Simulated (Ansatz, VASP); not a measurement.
P in VASP and in Ansatz

```
P
1.0
     2.42161    0.00000    0.00000
     0.00000    2.42161    0.00000
     0.00000    0.00000    2.42161
P
1
Direct
  0.00000 0.00000 0.00000
```

Alike in both runs: task single point; functional PBEsol; k mesh 18 × 18 × 18; occupations gaussian, width 0.1 eV; no spin polarisation.

|  | VASP | Ansatz |
| --- | --- | --- |
| version | VASP 6.6.1 | Ansatz 0.2.0 |
| potentials or method | VASP PAW PBE potentials, release 64 (P) | scalar-relativistic, plane waves, PAW |
| plane-wave cutoff (eV) | 520 | 420 |
| valence electrons in the cell | 5 | 5 |

```tsv
	VASP	Ansatz	Ansatz less VASP
gap on the k mesh at the Fermi level (eV)	none	none	-
pressure (GPa)	0.1	0.0	-0.10
```

A gap of «none» marks a metal or a gap that the smearing closes. The functional is the same, so the differences come from potentials, cutoffs and numerics.

Caveats: the PAW data sets were made with another functional, which shifts forces and pressure a little (VASP).
